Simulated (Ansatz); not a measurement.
MgSi in Ansatz: the effect of functional

Crystal: MgSi.

```xyz
2
Lattice="2.9277 0.0000 0.0000 0.0000 2.9277 0.0000 0.0000 0.0000 4.1306" Properties=species:S:1:pos:R:3 pbc="T T T"
Si    1.4638    1.4638    2.0653
Mg    0.0000    0.0000    0.0000
```

The cell comes from a database or a generator and needn't be the stable form of this composition.

The cell isn't the ideal one: volume scaled by 1.02.

Alike in all runs:

- Program: Ansatz 0.2.0
- Task: single point
- Potentials or basis: Ansatz PAW
- k mesh: 9 × 9 × 7
- Occupations: fermi-dirac, width 0.05 eV
- Spin: no spin polarisation

```csv
functional,cutoff,pressure (GPa)
LDA,420 eV (not typed: the program's choice for these potentials),?
PBEsol,420 eV (not typed: the program's choice for these potentials),-2.6
r2SCAN,500 eV (not typed: the program's choice for these potentials),-2.4
```

What does the run with functional LDA give?

Pressure -4.3 GPa.

Caveats: the PAW data sets come from PBE, with cores solved anew for the run's functional, which leaves a small shift of forces and pressure.

Runs at the PBE level aren't shown here.
